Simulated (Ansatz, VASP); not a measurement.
# Two plane-wave programs on Be

```
Be
1.0
     4.58000    0.00000    0.00000
     2.29000    3.96640    0.00000
     0.00000    0.00000   14.58843
Be
13
Direct
  0.00000 0.00000 0.06855
  0.50000 0.00000 0.06855
  0.00000 0.50000 0.06855
  0.50000 0.50000 0.06855
  0.83271 0.33362 0.19068
  0.33312 0.33353 0.19061
  0.83345 0.83323 0.19220
  0.33310 0.83337 0.19059
  0.99596 0.99664 0.31069
  0.50752 0.99620 0.31033
  0.99599 0.50716 0.31068
  0.49930 0.50033 0.33270
  0.16921 0.16519 0.41514
```

Alike in both runs: functional PBE; k mesh 4 × 4 × 1; occupations gaussian, width 0.15 eV; no spin polarisation.

Ansatz relaxed the structure, and its values are those at the end. VASP's run is a single point on that final structure, the one shown.

|  | VASP | Ansatz |
| --- | --- | --- |
| version | VASP 6.6.1 | Ansatz 0.2.0 |
| potentials or method | VASP PAW PBE potentials, release 64 (Be) | scalar-relativistic, plane waves, PAW |
| plane-wave cutoff (eV) | 520 | 420 |
| valence electrons in the cell | 26 | 26 |

|  | VASP | Ansatz | Ansatz less VASP |
| --- | --- | --- | --- |
| rms of the force components (eV/Å) | 0.018 | 0.018 | -0.0004 |

Ansatz warned: «xc_potential_rough_in_thin_density».
